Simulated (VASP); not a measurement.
Runs of VASP 6.6.1 on Sb. Symmetry: Pm-3m, No. 221, cubic system. The conventional cell has a = 3.110 Å, b = 3.110 Å, c = 3.110 Å, α = 90.00°, β = 90.00°, γ = 90.00°. Around Sb (site symmetry m-3m) lie 6 Sb at 3.11 Å. This isn't the form of Sb at room conditions, which is rhombohedral.

```csv
task,spin,cell,k mesh,cutoff (eV),smearing,gap on the mesh (eV),pressure (GPa)
single point,off,"Pm-3m, 30.09 Å³/atom",14 × 14 × 14,520,gaussian 0.1 eV,none,0.0
single point,off,"Pm-3m, 31.55 Å³/atom",6 × 6 × 6,520,gaussian 0.1 eV,none,-1.4
relaxation of cell and atoms,off,relaxed,14 × 14 × 14,600,gaussian 0.1 eV,none,0.0
single point,"non-collinear, zero start, SOC","Pm-3m, 30.31 Å³/atom",14 × 14 × 14,520,tetrahedron,-,(a)
```

Alike in all rows: level PBE; potentials or basis VASP PAW PBE potentials, release 64 (Sb).

Task: Fill in the values left out.

Result: (a) -0.4.

A k mesh can miss the band edges, and rows without SOC leave out spin-orbit coupling on Sb.

A gap of «none» marks a metal or a gap under the smearing width.
